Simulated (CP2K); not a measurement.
# BP in CP2K: the effect of functional

BP:

```
P B
1.0
     3.20885    0.00000    0.00000
     1.60443    2.77895    0.00000
     1.60443    0.92632    2.62002
P B
1 1
Cartesian
  4.8133 2.7789 1.9650
  0.0000 0.0000 0.0000
```

Alike in all runs:

| Item | Value |
| --- | --- |
| Program | CP2K 2026.2 |
| Task | atomic charges |
| Potentials or basis | POTENTIAL_UZH P GTH-PBE-q5, B GTH-PBE-q3; TZVP-MOLOPT-PBE-GTH basis |
| Density cutoff | 9184 eV |
| k mesh | 10 × 10 × 10 |
| Occupations | fermi-dirac, width 0.05 eV |
| Spin | no spin polarisation |

```tsv
functional	gap on the mesh (eV)	pressure (GPa)
LDA	1.21	-1.1
PBEsol	1.23	-1.2
optB88-vdW	1.52	1.1
HLE16	?	?
revPBE	1.41	0.8
TPSS	1.49	0.8
```

Question: What does the run with functional HLE16 give?

Answer: gap on the mesh 1.87 eV; pressure -31.0 GPa.

Caveats: the potentials were made for another functional, which shifts forces and pressure; the basis of atomic orbitals isn't converged, which shifts pressures, moduli and gaps; the potentials were made for a functional far from this one (some runs); the cell as given lies far from equilibrium (some runs).

A k mesh can miss the band edges.

Runs at the PBE level aren't shown here.
